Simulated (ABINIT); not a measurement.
# AlAs (F-43m): G0W0 in ABINIT against the bands in the self-energy

How does the gap of AlAs (F-43m) converge in the bands in the self-energy?

Calculated with ABINIT 10.8.3; LDA and many-body steps on it, plane waves.

Report form: the programs' logs are mostly left out.

**1. The starting structure**

The structure is cubic, space group F-43m (No. 216). The conventional cell has a = 5.661 Å, b = 5.661 Å, c = 5.661 Å, α = 90.00°, β = 90.00°, γ = 90.00°. Nearest to Al lie 4 As at 2.45 Å. As has 4 Al at 2.45 Å nearest. Farther neighbours are not listed.

The cell and positions come from the Crystallography Open Database and are kept as given unless a step says otherwise.

**2. Screening, 4×4×4 mesh, 82 bands, screening to 176.9 eV**

This step: ABINIT 10.8.3; RPA screening on LDA, plane waves, norm-conserving pseudopotentials.

The RPA dielectric matrix is built and inverted for each q.

run.abi

```
acell 3*1.0 Angstrom
rprim 
  0.000000000000 2.830400000000 2.830400000000
  2.830400000000 0.000000000000 2.830400000000
  2.830400000000 2.830400000000 -0.000000000000
ntypat 2
znucl 13 33
natom 2
typat 1 2
xred 
  0.000000000000 0.000000000000 0.000000000000
  0.250000000000 0.250000000000 0.250000000000
pp_dirpath "pseudos"
pseudos "Al.upf, As.upf"
ecut 34
ngkpt 4 4 4
nshiftk 1
shiftk 0 0 0
kptopt 1
chksymbreak 0
istwfk *1
occopt 1
irdwfk 1
optdriver 3
nband 82
ecuteps 6.5
inclvkb 2
awtr 1
symchi 1
indata_prefix "in"
outdata_prefix "out"
tmpdata_prefix "tmp"
```

On the command line:

```console
$ OMP_NUM_THREADS=1 mpirun -n 4 abinit run.abi > log
```

Wall time 21 s (4 MPI ranks of Arm Neoverse V1, shared host); peak memory 0.7 GiB; 83 s of CPU time.

Numbers from this step:

| Item | Value |
| --- | --- |
| ε∞ with local fields, on this mesh, along the program's q direction | 15.81 |
| the same without local fields | 17.69 |
| plasma frequency | 23.39 eV |
| plane waves in the screening matrix | 259 |

Local fields lower ε∞ by 11 %. On a Γ-centred mesh this coarse the value itself is usually too large, while a short band sum pulls it down.

**3. 17 bands**

This step: G0W0 on LDA, plane waves, norm-conserving pseudopotentials.

Changes to run.abi since step 2:

```diff
@@ -23,8 +23,17 @@
 irdwfk 1
-optdriver 3
-nband 82
+optdriver 4
+nband 17
+gwcalctyp 0
+ecutsigx 34
+symsigma 1
+nkptgw 2
+kptgw 
+  0.0000000000 0.0000000000 0.0000000000
+  0.5000000000 0.5000000000 0.0000000000
+bdgw 
+  7 13
+  8 11
 ecuteps 6.5
-inclvkb 2
-awtr 1
-symchi 1
+irdscr 1
+ppmodel 1
 indata_prefix "in"
```

Wall time 4.6 s (4 MPI ranks); peak memory 0.59 GiB; 18 s of CPU time.

Numbers from this step:

```
G0W0 gap on the points computed              : 2.016 eV
starting gap on the mesh                     : 1.351 eV
k of the valence top                         : 0, 0, 0
k of the conduction bottom                   : 0.5, 0.5, 0
Z at the valence top                         : 0.797
Z at the conduction bottom                   : 0.813
least direct G0W0 gap on the computed points : 2.782 eV
```

**4. 27 bands**

The self-energy is evaluated for the states that the input lists, and the levels follow from it, in one-shot runs by the linearised quasiparticle equation.

Changes to run.abi since step 3:

```diff
@@ -24,3 +24,3 @@
 optdriver 4
-nband 17
+nband 27
 gwcalctyp 0
```

It took 5.3 s on 4 MPI ranks; peak memory 0.59 GiB; 21 s of CPU time.

This step gave:

```yaml
g0w0_gap_on_the_points_computed: 2.116 eV
starting_gap_on_the_mesh: 1.351 eV
k_of_the_valence_top: 0, 0, 0
k_of_the_conduction_bottom: 0.5, 0.5, 0
z_at_the_valence_top: 0.787
z_at_the_conduction_bottom: 0.804
least_direct_g0w0_gap_on_the_computed_points: 2.842 eV
```

The gap on the mesh goes from 1.35 eV to 2.12 eV, a correction of +0.77 eV.

**5. 52 bands**

Changes to run.abi since step 4:

```diff
@@ -24,3 +24,3 @@
 optdriver 4
-nband 27
+nband 52
 gwcalctyp 0
```

Wall time 7.5 s (4 MPI ranks); peak memory 0.64 GiB; 30 s of CPU time.

Numbers from this step:

| Item | Value |
| --- | --- |
| G0W0 gap on the points computed | 2.248 eV |
| starting gap on the mesh | 1.351 eV |
| k of the valence top | 0, 0, 0 |
| k of the conduction bottom | 0.5, 0.5, 0 |
| least direct G0W0 gap on the computed points | 2.893 eV |

Against the run before, the gap moves by +0.132 eV.

**6. 82 bands**

Changes to run.abi since step 5:

```diff
@@ -24,3 +24,3 @@
 optdriver 4
-nband 52
+nband 82
 gwcalctyp 0
```

It took 10 s on 4 MPI ranks; peak memory 0.75 GiB.

This step gave:

* G0W0 gap on the points computed: 2.309 eV
* starting gap on the mesh: 1.351 eV
* k of the valence top: 0, 0, 0
* k of the conduction bottom: 0.5, 0.5, 0
* least direct G0W0 gap on the computed points: 2.903 eV

Against the run before, the gap moves by +0.061 eV.

**7. The runs together**

Times are wall times on 4 MPI ranks of Arm Neoverse V1, shared host, good to a factor of about two. A run's time includes the screening step that it read.

```csv
run,mesh,bands,screening cutoff (eV),DFT gap (eV),gap on the mesh (eV),direct (eV),ε∞ used,time
17 bands,4×4×4,17,176.9,1.351,2.016,2.782,15.81,25 s
27 bands,4×4×4,27,176.9,1.351,2.116,2.842,15.81,26 s
52 bands,4×4×4,52,176.9,1.351,2.248,2.893,15.81,28 s
82 bands,4×4×4,82,176.9,1.351,2.309,2.903,15.81,31 s
```

**8. Outcome**

```json
{
  "17 bands": "2.016 eV",
  "27 bands": "2.116 eV",
  "52 bands": "2.248 eV",
  "82 bands": "2.309 eV",
  "known limits": "not at the basis limit; exchange with frozen shells missing; no spin-orbit coupling; coarse k mesh"
}
```

In words: The setting moved: bands in the self-energy. From 17 bands to 82 bands the gap moves by +0.29 eV. The last step still moves it by +0.061 eV. Bands and screening cutoff are coupled, so a series along one setting does not show full convergence. Bands and cutoff are finite, so the gap is not at the basis limit. The miss can reach some tenths of an eV and take either sign; the mesh is an error of its own. In the G0W0 runs levels were corrected at 2 k points alone, so a gap called «on the mesh» is the least over those, and an edge elsewhere would be missed. The 4×4×4 mesh is coarse for this cell, which bears on the long-range parts of exchange and screening. The norm-conserving file of at least one element keeps a d shell over frozen s and p shells of the same row. Exchange with those shells is missing from the self-energy, an error of 0.3 to 0.9 eV in cases checked, whose sign depends on which edge lies on those atoms. The many-body steps are scalar-relativistic: spin-orbit coupling is not in them.

[Paths, hosts, dates, memory and timing lines, banners, echoed tables and standing remarks are left out of the program output.]

[Logs are printed without paths, hosts, clocks, repeated set-up lines and the standing remarks that a program may print on its own settings, such as how far it seeks lower states.]

[Runs of the session that timed out or met a known fault of the program may be left out.]

[Hosts, paths, dates, database ids (printed as entryN), source tags and the programs' standing remarks are cut or masked in the printed files.]

[G0W0 gaps are taken among the corrected bands and points alone; a level outside them can change the order at an edge.]

[Where Ansatz stands beside ABINIT at settings called matched, ABINIT's density can come from a denser mesh and the files from another edition; pairs whose starting gaps differed by over 0.03 eV were left out, so agreement reads better than it is.]
